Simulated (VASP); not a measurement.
A run of VASP 6.6.1 is set up as follows.

File POSCAR:

```
CsBr
1.0
    4.3193779700      0.0000000000      0.0000000000
    0.0000000000      4.3193779700      0.0000000000
    0.0000000000      0.0000000000      4.3193779700
Cs Br
1 1
Direct
    0.0000000000      0.0000000000      0.0000000000
    0.5000000000      0.5000000000      0.5000000000
```

Contents of INCAR.step1:

```
SYSTEM = CsBr
PREC     = Accurate       ! precision mode
ENCUT    = 520            ! plane-wave cutoff, eV
EDIFF    = 1E-5           ! SCF threshold, eV
ISMEAR   = 0              ! smearing method
SIGMA    = 0.01           ! smearing width, eV
LREAL    = .False.        ! projectors in reciprocal space
LASPH    = .True.         ! aspherical terms in the spheres
NELM     = 60             ! most SCF steps
ALGO     = Normal         ! electronic algorithm
ISIF     = 2              ! what is computed and relaxed
LWAVE    = .True.         ! write WAVECAR
LCHARG   = .False.        ! write CHGCAR
GGA      = PE             ! functional
NBANDS   = 15             ! bands
```

File INCAR.step2:

```
SYSTEM = CsBr
PREC     = Accurate       ! precision mode
ENCUT    = 520            ! plane-wave cutoff, eV
EDIFF    = 1E-6           ! SCF threshold, eV
ISMEAR   = 0              ! smearing method
SIGMA    = 0.01           ! smearing width, eV
LREAL    = .False.        ! projectors in reciprocal space
LASPH    = .True.         ! aspherical terms in the spheres
NELM     = 60             ! most SCF steps
ALGO     = Normal         ! electronic algorithm
ISIF     = 2              ! what is computed and relaxed
LWAVE    = .False.        ! write WAVECAR
LCHARG   = .False.        ! write CHGCAR
GGA      = PE             ! functional
LHFCALC  = .True.         ! exact exchange
HFSCREEN = 0.2079         ! screening, 1/A
PRECFOCK = Normal       
ISTART   = 1            
NBANDS   = 15             ! bands
```

Contents of KPOINTS:

```
Automatic mesh
0
Gamma
  4 4 4
  0 0 0
```

Potentials or basis: VASP PAW PBE potentials, release 64 (Cs_sv, Br).

The run is started by

```bash
$ cat potpaw_PBE.64/Cs_sv/POTCAR potpaw_PBE.64/Br/POTCAR > POTCAR
$ cp INCAR.step1 INCAR
$ mpirun -np 1 vasp_std > vasp.out
$ cp INCAR.step2 INCAR
$ mpirun -np 1 vasp_std > vasp.out
```

Task: Predict the band gap on the k mesh.

Result: 5.60 eV, indirect (least direct gap 5.60 eV).

Task: Estimate the pressure.

Result: 0.4 GPa.

Caveat: the PAW data sets were made with another functional, which shifts forces and pressure a little; spin-orbit coupling is left out, which moves the levels of the heavy elements.
